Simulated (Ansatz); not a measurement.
# Si: a tetragonal deformation path

Aim: for Si, follow a tetragonal deformation at fixed volume.

Program: Ansatz 0.2.0. Level of theory: DFT r2SCAN, scalar-relativistic, plane waves, PAW. These are calculated values, not measurements.

### 1 Starting point

The structure is tetragonal, space group I4/mmm (No. 139). The conventional cell has a = 3.254 Å, b = 3.254 Å, c = 2.641 Å, α = 90.00°, β = 90.00°, γ = 90.00°. Si (site symmetry 4/mmm) has 10 Si at 2.64 to 2.65 Å as nearest neighbours.

Structure file:

```
CELL_PARAMETERS angstrom
-1.62691 1.62691 1.32033
1.62691 -1.62691 1.32033
1.62691 1.62691 -1.32033
ATOMIC_POSITIONS crystal
Si 0.00000 0.00000 0.00000
```

It goes back to an entry of the Materials Project, which need not be the stable form.

The cell is taken as given, not relaxed at this level.

### 2 The reference cell

Reference values: F = -638.3967 eV; pressure -0.07 GPa; largest force 0.000 eV/Å; gap on the mesh none (metal). It was computed beforehand with the settings of the runs below.

### 3 Next: a tetragonal deformation path

At fixed volume and fractional coordinates, lengths along (0.000, 0.000, 1.000) are scaled against those across it; ρ is that ratio over its starting value.

### 4 Point ρ = 0.850

input.yaml reads:

```yaml
crystal:
  lattice:
    - [-1.7174807157, 1.7174807157, 1.1847545694]
    - [1.7174807157, -1.7174807157, 1.1847545694]
    - [1.7174807157, 1.7174807157, -1.1847545694]
  atoms:
    - { symbol: Si, position: [0.0, 0.0, 0.0] }
basis:
  ecutwfc: 500
kpoints:
  mp_grid: { grid: [26, 26, 26] }
hamiltonian:
  xc: r2scan
scf:
  occupations: { method: gaussian, width: 0.15 }
output:
  forces: true
  stress: true
  eigenvalues: true
```

The run is started by

```sh
> ansatz run input.yaml --threads 1 --pin off --max-ram 2560MiB --backend cpu --events-out ev --progress --plain --runs-dir out
```

What it wrote, shortened:

```text
Warning: RAYON_NUM_THREADS=1 ignored (pool sized by the plan → 1); use --threads N
[...]
Pseudopotentials: kind: paw
Pseudopotential: Si, paw, valence charge 4, recommended cutoff 500 eV (meta_gga), Si.paw.azcp
Functional definition: r2SCAN
[...]
Crystal: 1 atoms, lattice volume = 13.979 Å³
Basis set: ecut = 500 eV, 353 PW (Γ), exchange–correlation on 80×80×80 points (64 copies of the dense FFT grid, shifted against one another)
Bands: 6, of which v1, the nominal top of the filled ones, is band 2 counted from 1 (1 counted from 0)
Symmetry: 16 space group operations
Space group: I4/mmm (ITA 139), of the structure as read, at distance tolerance 2.4e-5 Å
k-points: 1330 of 17576
[...]
SCF iter   1: F=—  HF=-638.336750 eV  |F-HF|=—  |Δ(HF+E_count)|=         —  Δρ=5.90e-3  dr2=4.34e-3  dr2_τ=6.03e-3  ethr=1.77e-3  ⟨swp⟩=5.1  Hψ=76163  notcnv=0
[...]
SCF iter   6: F=-638.352298 eV  HF=-638.352298 eV  |F-HF|=1.13e-8  |Δ(HF+E_count)|=   3.55e-8  Δρ=5.95e-6  dr2=3.88e-9  dr2_τ=5.34e-11  ethr=3.53e-10  ⟨swp⟩=2.8  Hψ=28358  notcnv=0
[...]
SCF converged after 6 iterations
Free energy (F): -638.352298 eV
[...]
E sigma→0 (E₀):  -638.350080 eV
Entropy (-TS):   -0.004436 eV (-4.436 meV/atom)
Fermi energy:    11.174091 eV
[...]
--- Forces (eV/Å), atoms counted from 1 ---
  atom   1  Si    -0.00000000    -0.00000000     0.00000000
[...]
--- Stress (GPa, compression-positive) ---
       -0.880995       0.000000       0.000000
        0.000000      -0.880995       0.000000
        0.000000       0.000000      15.943504
  P = ⅓ Tr σ = 4.7272 GPa (47.272 kbar)
--- Band table (eV; the first three rows and the last of 1330) ---
  k-point 0: bands = ["-4.5185", "19.0811", "19.4980", "19.4980", "22.4080", "29.4568"]
[...]
```

Run time: 15 s. Hardware: 1 thread of Arm Neoverse V2, shared host; peak memory 0.48 GiB.

### 5 Point ρ = 1.200

input.yaml reads:

```yaml
crystal:
  lattice:
    - [-1.5309855651, 1.5309855651, 1.4909735506]
    - [1.5309855651, -1.5309855651, 1.4909735506]
    - [1.5309855651, 1.5309855651, -1.4909735506]
  atoms:
    - { symbol: Si, position: [0.0, 0.0, 0.0] }
basis:
  ecutwfc: 500
kpoints:
  mp_grid: { grid: [26, 26, 26] }
hamiltonian:
  xc: r2scan
scf:
  occupations: { method: gaussian, width: 0.15 }
output:
  forces: true
  stress: true
  eigenvalues: true
  write_density: true
  write_potential: true
  elf: true
  volumetric_format: npy
```

The run is started by

```sh
> ansatz run input.yaml --threads 1 --pin off --max-ram 2560MiB --backend cpu --events-out ev --progress --plain --runs-dir out
```

What it wrote, shortened:

```text
Warning: RAYON_NUM_THREADS=1 ignored (pool sized by the plan → 1); use --threads N
[...]
[... 3 set-up lines as earlier in the session ...]
[...]
Crystal: 1 atoms, lattice volume = 13.979 Å³
Basis set: ecut = 500 eV, 353 PW (Γ), exchange–correlation on 80×80×80 points (64 copies of the dense FFT grid, shifted against one another)
Bands: 6, of which v1, the nominal top of the filled ones, is band 2 counted from 1 (1 counted from 0)
[... 2 set-up lines as earlier in the session ...]
k-points: 1330 of 17576
[...]
SCF iter   1: F=—  HF=-638.331783 eV  |F-HF|=—  |Δ(HF+E_count)|=         —  Δρ=5.57e-3  dr2=4.24e-3  dr2_τ=4.44e-3  ethr=1.77e-3  ⟨swp⟩=5.2  Hψ=77703  notcnv=0
[...]
SCF iter   6: F=-638.337824 eV  HF=-638.337824 eV  |F-HF|=8.65e-10  |Δ(HF+E_count)|=   1.56e-8  Δρ=4.57e-6  dr2=2.03e-9  dr2_τ=1.75e-11  ethr=1.78e-9  ⟨swp⟩=5.9  Hψ=36434  notcnv=0
[...]
SCF converged after 6 iterations
Free energy (F): -638.337824 eV
[...]
E sigma→0 (E₀):  -638.335572 eV
Entropy (-TS):   -0.004503 eV (-4.503 meV/atom)
Fermi energy:    11.144585 eV
[...]
--- Forces (eV/Å), atoms counted from 1 ---
  atom   1  Si    -0.00000000    -0.00000000     0.00000000
[...]
--- Stress (GPa, compression-positive) ---
        2.109433       0.000000       0.000000
        0.000000       2.109433       0.000000
       -0.000000       0.000000      -1.286540
  P = ⅓ Tr σ = 0.9774 GPa (9.774 kbar)
--- Band table (eV; the first three rows and the last of 1330) ---
  k-point 0: bands = ["-4.4546", "23.9402", "23.9402", "24.1469", "24.2352", "24.8451"]
[...]
```

Run time: 15 s. Hardware: 1 thread of Arm Neoverse V2, shared host; peak memory 0.47 GiB.

The maps below are laid out on this run's own conventional cell (a, b, c = 3.062, 3.062, 2.982 Å).

Density in a lattice plane of the grid's cell (edges 3.06 and 2.98 Å, at 0.000 of the third edge), which holds Si.

Values in e/Å³, 12 rows by 12 columns:
```
0.10 0.17 0.31 0.37 0.30 0.22 0.19 0.22 0.30 0.37 0.31 0.17
0.25 0.30 0.37 0.36 0.28 0.22 0.20 0.22 0.28 0.36 0.37 0.30
0.36 0.37 0.36 0.32 0.26 0.21 0.20 0.21 0.26 0.32 0.36 0.37
0.31 0.31 0.29 0.26 0.23 0.20 0.20 0.20 0.23 0.26 0.29 0.31
0.24 0.24 0.23 0.22 0.21 0.20 0.19 0.20 0.21 0.22 0.23 0.24
0.21 0.21 0.21 0.20 0.20 0.20 0.19 0.20 0.20 0.20 0.21 0.21
0.24 0.24 0.23 0.22 0.21 0.20 0.19 0.20 0.21 0.22 0.23 0.24
0.31 0.31 0.29 0.26 0.23 0.20 0.20 0.20 0.23 0.26 0.29 0.31
0.36 0.37 0.36 0.32 0.26 0.21 0.20 0.21 0.26 0.32 0.36 0.37
0.25 0.30 0.37 0.36 0.28 0.22 0.20 0.22 0.28 0.36 0.37 0.30
0.10 0.17 0.31 0.37 0.30 0.22 0.19 0.22 0.30 0.37 0.31 0.17
0.03 0.10 0.26 0.37 0.30 0.23 0.19 0.23 0.30 0.37 0.26 0.10
```
Columns run along the first of these edges and rows up along the second, over one cell in 12 and 12 even steps from the bottom left corner. Atoms in the plane (fractional): Si at (0.00, 0.00).

ELF in the same plane.

Ten even steps from '0' (0.25) to '9' (0.78):
```
642134665310001356643124
222245765310001356754222
122456765310001356765422
334567764310001346776543
556777654210001245677765
666666543110001134566666
555544322100000122344555
333322211000000011222333
111111110000000001111111
000000000000000000000000
111111110000000001111111
333322211000000011222333
555544322100000122344555
666666543110001134566666
556777654210001245677765
334567764310001346776543
122456765310001356765422
222245765310001356754222
642134665310001356643124
963124665310001356642136
```
Columns run along the first of these edges and rows up along the second, over one cell in 24 and 20 even steps from the bottom left corner. Atoms in the plane (fractional): Si at (0.00, 0.00).

Both are smooth fields of the valence electrons: close to the nuclei they are not physical.

Outside the cores ELF peaks at 0.73 on the Si–Si line, 1.0 Å from Si.

### 6 At ρ = 0.920

input.yaml reads:

```yaml
crystal:
  lattice:
    - [-1.6727674492, 1.6727674492, 1.2489383275]
    - [1.6727674492, -1.6727674492, 1.2489383275]
    - [1.6727674492, 1.6727674492, -1.2489383275]
  atoms:
    - { symbol: Si, position: [0.0, 0.0, 0.0] }
basis:
  ecutwfc: 500
kpoints:
  mp_grid: { grid: [26, 26, 26] }
hamiltonian:
  xc: r2scan
scf:
  occupations: { method: gaussian, width: 0.15 }
output:
  forces: true
  stress: true
  eigenvalues: true
```

The run is started by

```sh
> ansatz run input.yaml --threads 1 --pin off --max-ram 2560MiB --backend cpu --events-out ev --progress --plain --runs-dir out
```

What it wrote, shortened:

```text
[...]
SCF converged after 6 iterations
Free energy (F): -638.396452 eV
[...]
E sigma→0 (E₀):  -638.394299 eV
Entropy (-TS):   -0.004305 eV (-4.305 meV/atom)
Fermi energy:    11.187819 eV
[...]
--- Forces (eV/Å), atoms counted from 1 ---
  atom   1  Si    -0.00000000     0.00000000    -0.00000000
[...]
--- Stress (GPa, compression-positive) ---
        0.104431      -0.000000      -0.000000
       -0.000000       0.104431       0.000000
       -0.000000       0.000000       3.866312
  P = ⅓ Tr σ = 1.3584 GPa (13.584 kbar)
--- Band table (eV; the first three rows and the last of 1330) ---
  k-point 0: bands = ["-4.4742", "20.1078", "20.7936", "20.7936", "23.6853", "27.7280"]
[...]
```

Wall time 15 s (1 thread of Arm Neoverse V2, shared host); peak memory 0.48 GiB.

### 7 ρ = 1.100

Changes to input.yaml since step 6:

```diff
@@ -2,5 +2,5 @@
   lattice:
-    - [-1.6727674492, 1.6727674492, 1.2489383275]
-    - [1.6727674492, -1.6727674492, 1.2489383275]
-    - [1.6727674492, 1.6727674492, -1.2489383275]
+    - [-1.5760401713, 1.5760401713, 1.4069464414]
+    - [1.5760401713, -1.5760401713, 1.4069464414]
+    - [1.5760401713, 1.5760401713, -1.4069464414]
   atoms:
```

The run is started by

```sh
> ansatz run input.yaml --threads 1 --pin off --max-ram 2560MiB --backend cpu --events-out ev --progress --plain --runs-dir out
```

What it wrote, shortened:

```text
[...]
SCF converged after 6 iterations
Free energy (F): -638.368174 eV
[...]
E sigma→0 (E₀):  -638.365829 eV
Entropy (-TS):   -0.004690 eV (-4.690 meV/atom)
Fermi energy:    11.159157 eV
[...]
--- Forces (eV/Å), atoms counted from 1 ---
  atom   1  Si     0.00000000     0.00000000     0.00000000
[...]
--- Stress (GPa, compression-positive) ---
        2.531124       0.000000       0.000000
        0.000000       2.531124       0.000000
        0.000000       0.000000      -4.356907
  P = ⅓ Tr σ = 0.2351 GPa (2.351 kbar)
--- Band table (eV; the first three rows and the last of 1330) ---
  k-point 0: bands = ["-4.4505", "22.7206", "23.2746", "23.2746", "25.0360", "25.8465"]
[...]
```

It took 13 s on 1 thread of Arm Neoverse V2, shared host; peak memory 0.48 GiB.

### 8 At ρ = 0.960

Changes to input.yaml since step 7:

```diff
@@ -2,5 +2,5 @@
   lattice:
-    - [-1.5760401713, 1.5760401713, 1.4069464414]
-    - [1.5760401713, -1.5760401713, 1.4069464414]
-    - [1.5760401713, 1.5760401713, -1.4069464414]
+    - [-1.6492042056, 1.6492042056, 1.2848820558]
+    - [1.6492042056, -1.6492042056, 1.2848820558]
+    - [1.6492042056, 1.6492042056, -1.2848820558]
   atoms:
```

The run is started by

```sh
> ansatz run input.yaml --threads 1 --pin off --max-ram 2560MiB --backend cpu --events-out ev --progress --plain --runs-dir out
```

What it wrote, shortened:

```text
Warning: RAYON_NUM_THREADS=1 ignored (pool sized by the plan → 1); use --threads N
[...]
[... 3 set-up lines as earlier in the session ...]
[...]
Crystal: 1 atoms, lattice volume = 13.979 Å³
Basis set: ecut = 500 eV, 345 PW (Γ), exchange–correlation on 80×80×80 points (64 copies of the dense FFT grid, shifted against one another)
Bands: 6, of which v1, the nominal top of the filled ones, is band 2 counted from 1 (1 counted from 0)
[... 2 set-up lines as earlier in the session ...]
k-points: 1330 of 17576
[...]
SCF iter   1: F=—  HF=-638.388292 eV  |F-HF|=—  |Δ(HF+E_count)|=         —  Δρ=5.90e-3  dr2=4.59e-3  dr2_τ=4.99e-3  ethr=1.77e-3  ⟨swp⟩=5.0  Hψ=75784  notcnv=0
[...]
SCF iter   6: F=-638.400874 eV  HF=-638.400874 eV  |F-HF|=2.37e-10  |Δ(HF+E_count)|=   8.51e-9  Δρ=1.24e-6  dr2=9.46e-11  dr2_τ=1.68e-12  ethr=2.92e-10  ⟨swp⟩=2.9  Hψ=28317  notcnv=0
[...]
SCF converged after 6 iterations
Free energy (F): -638.400874 eV
[...]
E sigma→0 (E₀):  -638.398837 eV
Entropy (-TS):   -0.004073 eV (-4.073 meV/atom)
Fermi energy:    11.189941 eV
[...]
--- Forces (eV/Å), atoms counted from 1 ---
  atom   1  Si     0.00000000    -0.00000000    -0.00000000
[...]
--- Stress (GPa, compression-positive) ---
        0.241459       0.000000       0.000000
        0.000000       0.241459      -0.000000
        0.000000      -0.000000       0.370829
  P = ⅓ Tr σ = 0.2846 GPa (2.846 kbar)
--- Band table (eV; the first three rows and the last of 1330) ---
  k-point 0: bands = ["-4.4612", "20.6926", "21.4638", "21.4638", "24.3820", "26.9428"]
[...]
```

It took 15 s on 1 thread of Arm Neoverse V2, shared host; peak memory 0.48 GiB.

### 9 ρ = 1.050

Changes to input.yaml since step 8:

```diff
@@ -2,5 +2,5 @@
   lattice:
-    - [-1.6492042056, 1.6492042056, 1.2848820558]
-    - [1.6492042056, -1.6492042056, 1.2848820558]
-    - [1.6492042056, 1.6492042056, -1.2848820558]
+    - [-1.6006697772, 1.6006697772, 1.3639820068]
+    - [1.6006697772, -1.6006697772, 1.3639820068]
+    - [1.6006697772, 1.6006697772, -1.3639820068]
   atoms:
```

The run is started by

```sh
> ansatz run input.yaml --threads 1 --pin off --max-ram 2560MiB --backend cpu --events-out ev --progress --plain --runs-dir out
```

What it wrote, shortened:

```text
Warning: RAYON_NUM_THREADS=1 ignored (pool sized by the plan → 1); use --threads N
[...]
[... 3 set-up lines as earlier in the session ...]
[...]
Crystal: 1 atoms, lattice volume = 13.979 Å³
Basis set: ecut = 500 eV, 357 PW (Γ), exchange–correlation on 80×80×80 points (64 copies of the dense FFT grid, shifted against one another)
Bands: 6, of which v1, the nominal top of the filled ones, is band 2 counted from 1 (1 counted from 0)
[... 2 set-up lines as earlier in the session ...]
k-points: 1330 of 17576
[...]
SCF iter   1: F=—  HF=-638.375034 eV  |F-HF|=—  |Δ(HF+E_count)|=         —  Δρ=5.86e-3  dr2=4.56e-3  dr2_τ=4.65e-3  ethr=1.77e-3  ⟨swp⟩=5.0  Hψ=76077  notcnv=0
[...]
SCF iter   6: F=-638.384474 eV  HF=-638.384474 eV  |F-HF|=3.18e-9  |Δ(HF+E_count)|=   7.12e-8  Δρ=3.74e-6  dr2=1.11e-9  dr2_τ=2.25e-11  ethr=1.44e-9  ⟨swp⟩=2.9  Hψ=28543  notcnv=0
[...]
SCF converged after 6 iterations
Free energy (F): -638.384474 eV
[...]
E sigma→0 (E₀):  -638.382234 eV
Entropy (-TS):   -0.004480 eV (-4.480 meV/atom)
Fermi energy:    11.171891 eV
[...]
--- Forces (eV/Å), atoms counted from 1 ---
  atom   1  Si    -0.00000000     0.00000000     0.00000000
[...]
--- Stress (GPa, compression-positive) ---
        1.590511      -0.000000      -0.000000
       -0.000000       1.590511      -0.000000
        0.000000      -0.000000      -3.480196
  P = ⅓ Tr σ = -0.0997 GPa (-0.997 kbar)
--- Band table (eV; the first three rows and the last of 1330) ---
  k-point 0: bands = ["-4.4501", "22.0001", "22.7374", "22.7374", "25.5913", "25.8813"]
[...]
```

It took 13 s on 1 thread of Arm Neoverse V2, shared host; peak memory 0.48 GiB.

### 10 At ρ = 0.800

Changes to input.yaml since step 9:

```diff
@@ -2,5 +2,5 @@
   lattice:
-    - [-1.6006697772, 1.6006697772, 1.3639820068]
-    - [1.6006697772, -1.6006697772, 1.3639820068]
-    - [1.6006697772, 1.6006697772, -1.3639820068]
+    - [-1.7525409815, 1.7525409815, 1.1378257724]
+    - [1.7525409815, -1.7525409815, 1.1378257724]
+    - [1.7525409815, 1.7525409815, -1.1378257724]
   atoms:
```

The run is started by

```sh
> ansatz run input.yaml --threads 1 --pin off --max-ram 2560MiB --backend cpu --events-out ev --progress --plain --runs-dir out
```

What it wrote, shortened:

```text
[...]
SCF converged after 6 iterations
Free energy (F): -638.269630 eV
[...]
E sigma→0 (E₀):  -638.267486 eV
Entropy (-TS):   -0.004288 eV (-4.288 meV/atom)
Fermi energy:    11.145108 eV
[...]
--- Forces (eV/Å), atoms counted from 1 ---
  atom   1  Si    -0.00000000     0.00000000     0.00000000
[...]
--- Stress (GPa, compression-positive) ---
       -1.246851      -0.000000      -0.000000
       -0.000000      -1.246851       0.000000
        0.000000       0.000000      29.949137
  P = ⅓ Tr σ = 9.1518 GPa (91.518 kbar)
--- Band table (eV; the first three rows and the last of 1330) ---
  k-point 0: bands = ["-4.5699", "18.3446", "18.4880", "18.4880", "21.4497", "31.0374"]
[...]
```

Run time: 15 s. Hardware: 1 thread of Arm Neoverse V2, shared host; peak memory 0.48 GiB.

### 11 ρ = 1.300

Changes to input.yaml since step 10:

```diff
@@ -2,5 +2,5 @@
   lattice:
-    - [-1.7525409815, 1.7525409815, 1.1378257724]
-    - [1.7525409815, -1.7525409815, 1.1378257724]
-    - [1.7525409815, 1.7525409815, -1.1378257724]
+    - [-1.4906776059, 1.4906776059, 1.5726956183]
+    - [1.4906776059, -1.4906776059, 1.5726956183]
+    - [1.4906776059, 1.4906776059, -1.5726956183]
   atoms:
```

The run is started by

```sh
> ansatz run input.yaml --threads 1 --pin off --max-ram 2560MiB --backend cpu --events-out ev --progress --plain --runs-dir out
```

What it wrote, shortened:

```text
Warning: RAYON_NUM_THREADS=1 ignored (pool sized by the plan → 1); use --threads N
[...]
[... 3 set-up lines as earlier in the session ...]
[...]
Crystal: 1 atoms, lattice volume = 13.979 Å³
Basis set: ecut = 500 eV, 337 PW (Γ), exchange–correlation on 80×80×80 points (64 copies of the dense FFT grid, shifted against one another)
Bands: 6, of which v1, the nominal top of the filled ones, is band 2 counted from 1 (1 counted from 0)
[... 2 set-up lines as earlier in the session ...]
k-points: 1330 of 17576
[...]
SCF iter   1: F=—  HF=-638.334978 eV  |F-HF|=—  |Δ(HF+E_count)|=         —  Δρ=5.64e-3  dr2=4.31e-3  dr2_τ=4.44e-3  ethr=1.77e-3  ⟨swp⟩=5.2  Hψ=77321  notcnv=0
[...]
SCF iter   6: F=-638.341293 eV  HF=-638.341293 eV  |F-HF|=1.12e-9  |Δ(HF+E_count)|=   2.55e-8  Δρ=5.67e-6  dr2=3.18e-9  dr2_τ=2.96e-11  ethr=2.50e-9  ⟨swp⟩=5.1  Hψ=30853  notcnv=0
[...]
SCF converged after 6 iterations
Free energy (F): -638.341293 eV
[...]
E sigma→0 (E₀):  -638.338852 eV
Entropy (-TS):   -0.004882 eV (-4.882 meV/atom)
Fermi energy:    11.163894 eV
[...]
--- Forces (eV/Å), atoms counted from 1 ---
  atom   1  Si    -0.00000000     0.00000000    -0.00000000
[...]
--- Stress (GPa, compression-positive) ---
       -0.280809      -0.000000       0.000000
       -0.000000      -0.280809       0.000000
        0.000000       0.000000       2.980926
  P = ⅓ Tr σ = 0.8064 GPa (8.064 kbar)
--- Band table (eV; the first three rows and the last of 1330) ---
  k-point 0: bands = ["-4.4538", "23.7526", "24.1474", "24.1474", "24.1956", "24.1956"]
[...]
```

It took 11 s on 1 thread of Arm Neoverse V2, shared host; peak memory 0.48 GiB.

### 12 All points together

All points in order; energies are free energies above the reference cell:

```
    ρ  ΔE (meV/atom)  pressure (GPa)  space group
0.800          127.1             9.2       I4/mmm
0.850           44.4             4.7       I4/mmm
0.920            0.3             1.4       I4/mmm
0.960           -4.1             0.3       I4/mmm
1.000            0.0            -0.1       I4/mmm
1.050           12.3            -0.1       I4/mmm
1.100           28.6             0.2       I4/mmm
1.200           58.9             1.0       I4/mmm
1.300           55.4             0.8       I4/mmm
```

### 13 Outcome

```
     quantity                        value
highest point  127.1 meV/atom at ρ = 0.800
```

In words: The undisturbed cell is not the lowest point: the energy is 4.1 meV/atom lower at ρ = 0.960; the cell was taken as given and not relaxed at this level. No sampled point inside the path is a dip, apart from those named.
